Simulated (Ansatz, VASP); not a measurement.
# Mo in VASP and in Ansatz

```xyz
1
Lattice="0.0000 2.0150 2.0150 2.0150 0.0000 2.0150 2.0150 2.0150 0.0000" Properties=species:S:1:pos:R:3 pbc="T T T"
Mo    0.0000    0.0000    0.0000
```

This isn't the form of Mo at room conditions, which is bcc.

Alike in both runs: task relaxation of cell and atoms; functional PBE; k mesh 18 × 18 × 18; occupations gaussian, width 0.1 eV; no spin polarisation.

|  | VASP | Ansatz |
| --- | --- | --- |
| version | VASP 6.6.1 | Ansatz 0.2.0 |
| potentials or method | VASP PAW PBE potentials, release 64 (Mo_sv) | scalar-relativistic, plane waves, PAW |
| plane-wave cutoff (eV) | 600 | 420 |
| valence electrons in the cell | 14 | 14 |

|  | VASP | Ansatz | Ansatz less VASP |
| --- | --- | --- | --- |
| gap on the k mesh at the Fermi level, each at its own relaxed structure (eV) | none | none | - |
| relaxed volume (Å³/atom) | 16.06 | 16.02 | -0.038 |
| relaxed cell length with the largest relative difference (Å) | 2.832 | 2.830 | -0.0022 |
| energy change over the relaxation (meV/atom) | -4 | -5 | -0.7 |

A gap of «none» marks a metal or a gap that the smearing closes.
